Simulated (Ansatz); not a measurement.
Set up this calculation in Ansatz 0.2.0, as the native input.

```yaml
Task: relaxation of cell and atoms
Functional: RPBE
Potentials_or_basis: all-electron LAPW, scalar-relativistic
Basis_error_allowed: 0.001 eV/atom
k_mesh: 10 × 10 × 10
Occupations: fermi-dirac, width 0.05 eV
Spin: no spin polarisation
```

The system is AlN.

```xyz
2
Lattice="0.0000 2.1840 2.1840 2.1840 0.0000 2.1840 2.1840 2.1840 0.0000" Properties=species:S:1:pos:R:3 pbc="T T T"
Al    0.0000    0.0000    0.0000
N     1.0920    1.0920    1.0920
```

Measurements of this composition are mostly on another form, of space group No. 186.

The input as run:

input.yaml

```yaml
crystal:
  lattice:
    - [0.0, 2.1839935596, 2.1839935596]
    - [2.1839935596, 0.0, 2.1839935596]
    - [2.1839935596, 2.1839935596, 0.0]
  atoms:
    - { symbol: Al, position: [0.0, 0.0, 0.0] }
    - { symbol: "N", position: [0.25, 0.25, 0.25] }
kpoints:
  mp_grid: { grid: [10, 10, 10] }
scf:
  occupations: { method: fermi_dirac, width: 0.05 }
hamiltonian:
  xc: rpbe
  pseudopotentials: { kind: all_electron, lapw: { basis_error: 0.001 } }
output:
  forces: true
  stress: true
relax:
  f_tol: 0.02
  max_steps: 60
  cell: {}
```

Potentials or basis: all-electron LAPW, scalar-relativistic.

Command:

```bash
$ ansatz run input.yaml --threads 1 --pin off --max-ram 3072MiB --backend cpu --events-out ev --progress --plain --runs-dir out
```

Results of the run:

```json
{
 "Relaxed volume": "10.86 Å³/atom",
 "Relaxed cell": "a = 3.132 Å, b = 3.132 Å, c = 3.132 Å, α = 60.00°, β = 60.00°, γ = 60.00°",
 "Space group after relaxing (to 0.05 Å)": "F-43m (No. 216)",
 "Energy gained by relaxing": "11.2 meV/atom",
 "Ionic steps": "5",
 "Pressure after relaxing": "0.0 GPa",
 "Band gap on the k mesh": "3.34 eV"
}
```

Wall time 26 s on 1 thread of Arm Neoverse V1, with other jobs on the host, peak memory 0.27 GiB.
